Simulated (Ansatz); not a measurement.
Structure: rocksalt BaS, at its r2SCAN minimum. The symmetry is Fm-3m (No. 225, cubic); a = 6.424 Å in the conventional setting, 33.13 Å³ an atom. Ba is surrounded by 6 S at 3.21 Å; S is surrounded by 6 Ba at 3.21 Å.

4 runs of the plane-wave code Ansatz on this cell differ in the functional (and in the settings that go with it). Levels are in eV from each run's valence top; v1 is the last filled band, c1 the first empty one.

Run A, mean stress -0.3 GPa (compression positive):

| point | v5 | v3 | v1 | c1 | c2 | c3 |
| --- | --- | --- | --- | --- | --- | --- |
| Γ | -11.68 | 0.00 | 0.00 | 4.98 | 5.44 | 5.44 |
| X | -11.88 | -0.56 | -0.14 | 3.57 | 7.57 | 7.59 |
| U | -11.82 | -0.96 | -0.56 | 4.76 | 7.47 | 8.21 |

Run B, mean stress -0.1 GPa (compression positive):

| point | v5 | v3 | v1 | c1 | c2 | c3 |
| --- | --- | --- | --- | --- | --- | --- |
| Γ | -11.64 | 0.00 | 0.00 | 4.77 | 5.02 | 5.02 |
| X | -11.83 | -0.52 | -0.13 | 3.15 | 7.23 | 7.34 |
| U | -11.77 | -0.90 | -0.52 | 4.33 | 7.04 | 7.90 |

Run C, mean stress -3.1 GPa (compression positive):

| point | v5 | v3 | v1 | c1 | c2 | c3 |
| --- | --- | --- | --- | --- | --- | --- |
| Γ | -11.03 | 0.00 | 0.00 | 3.30 | 3.80 | 3.80 |
| X | -11.22 | -0.49 | -0.12 | 2.03 | 5.82 | 5.92 |
| U | -11.16 | -0.92 | -0.50 | 3.17 | 5.71 | 6.46 |

Run D, mean stress 0.0 GPa (compression positive):

| point | v5 | v3 | v1 | c1 | c2 | c3 |
| --- | --- | --- | --- | --- | --- | --- |
| Γ | -11.39 | 0.00 | 0.00 | 4.23 | 4.39 | 4.39 |
| X | -11.58 | -0.47 | -0.11 | 2.58 | 6.55 | 6.70 |
| U | -11.52 | -0.86 | -0.48 | 3.73 | 6.35 | 7.21 |

**Question.** Match the runs to LDA, r2SCAN, r2SCANh, DDH-PBE0.

**Answer.** A is DDH-PBE0, B is r2SCANh, C is LDA, D is r2SCAN. In order of the gap: LDA 2.03, r2SCAN 2.58, r2SCANh 3.15, DDH-PBE0 3.57 eV.

No spin polarisation and no zero-point or thermal motion.

The runs are scalar-relativistic, without spin-orbit coupling.

The stress of a hybrid is loosely converged in these runs.
